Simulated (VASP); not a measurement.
Runs of VASP 6.6.1 on AlNi3. Symmetry: Pm-3m, No. 221, cubic system. The conventional cell has a = 3.523 Å, b = 3.523 Å, c = 3.523 Å, α = 90.00°, β = 90.00°, γ = 90.00°. Ni (site symmetry 4/mmm) has 8 Ni at 2.49 Å and 4 Al at 2.49 Å as nearest neighbours. Al (site symmetry m-3m) has 12 Ni at 2.49 Å as nearest neighbours. The cell is a database's computed one.

```csv
task,level,cell,cutoff (eV),ladder,gap on the mesh (eV),pressure (GPa),moment (μB),V0 of scaled cells (Å³/atom),relaxed volume (Å³/atom),B0 (GPa)
single point,PBE,as given,520,-,none,7.3,0.67,-,-,-
relaxation of cell and atoms,PBEsol,relaxed,600,gaps,none,0.0,0.62,-,10.90,-
equation of state,PBE+D3(BJ),as given,520,gaps,-,-,-,10.94,-,(b)
relaxation of cell and atoms,PBE+D3(BJ),relaxed,600,gaps,none,0.1,0.67,-,10.93,-
equation of state,PBE,as given,520,-,-,-,-,11.35,-,(a)
```

Alike in all rows: potentials or basis VASP PAW PBE potentials, release 64 (Ni, Al); spin collinear, ferromagnetic start; k mesh 8 × 8 × 8; smearing fermi-dirac 0.05 eV.

Q: Estimate the missing entries.

A: (a) 179; (b) 197.

Caveats: the PAW data sets were made with another functional, which shifts forces and pressure a little (some runs); pairwise dispersion overbinds metals, which lowers pressure and volume (some runs).

A k mesh can miss the band edges.

A gap of «none» marks a metal or a gap under the smearing width.

Not every run made on this cell is shown here.
